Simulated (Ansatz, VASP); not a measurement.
**SnSe in VASP and in Ansatz**

File INCAR:

```
  PREC = Accurate
  ENCUT = 520
  EDIFF = 1E-7
  ISMEAR = 0
  SIGMA = 0.01
  LREAL = F
  LASPH = T
  NELM = 100
  ALGO = Normal
  ISIF = 2
  LWAVE = F
  LCHARG = F
  GGA = PS
  NBANDS = 17
```

KPOINTS

```
Automatic mesh
0
Gamma
  8 8 8
```

The input POSCAR:

```
SnSe
1.0
    0.0000000000      3.0100000000      3.0100000000
    3.0100000000      0.0000000000      3.0100000000
    3.0100000000      3.0100000000      0.0000000000
Sn Se
1 1
Direct
    0.0000000000      0.0000000000      0.0000000000
    0.5000000000      0.5000000000      0.5000000000
```

Input for Ansatz:

```yaml
crystal:
  lattice:
    - [0.0, 3.01, 3.01]
    - [3.01, 0.0, 3.01]
    - [3.01, 3.01, 0.0]
  atoms:
    - { symbol: Sn, position: [0.0, 0.0, 0.0] }
    - { symbol: Se, position: [0.5, 0.5, 0.5] }
kpoints:
  mp_grid:
    grid: [8, 8, 8]
hamiltonian:
  xc: pbesol
  pseudopotentials:
    kind: paw
scf:
  occupations:
    method: fixed
output:
  stress: true
```

Measurements of this composition are mostly on another form, of space group No. 62.

Alike in both runs: task single point; functional PBEsol; k mesh 8 × 8 × 8; no spin polarisation.

|  | VASP | Ansatz |
| --- | --- | --- |
| version | VASP 6.6.1 | Ansatz 0.2.0 |
| potentials or method | VASP PAW PBE potentials, release 64 (Sn_d, Se) | plane waves, PAW |
| plane-wave cutoff (eV) | 520 | 420 |
| occupations | gaussian, width 0.01 eV | fixed |
| valence electrons in the cell | 20 | 30 |

```csv
,VASP,Ansatz,Ansatz less VASP
pressure (GPa),-1.9,-1.9,-0.01
```

The two sets of potentials don't hold the same shells in valence.

Caveats: the PAW data sets were made with another functional, which shifts forces and pressure a little (VASP). A k mesh can miss the band edges.
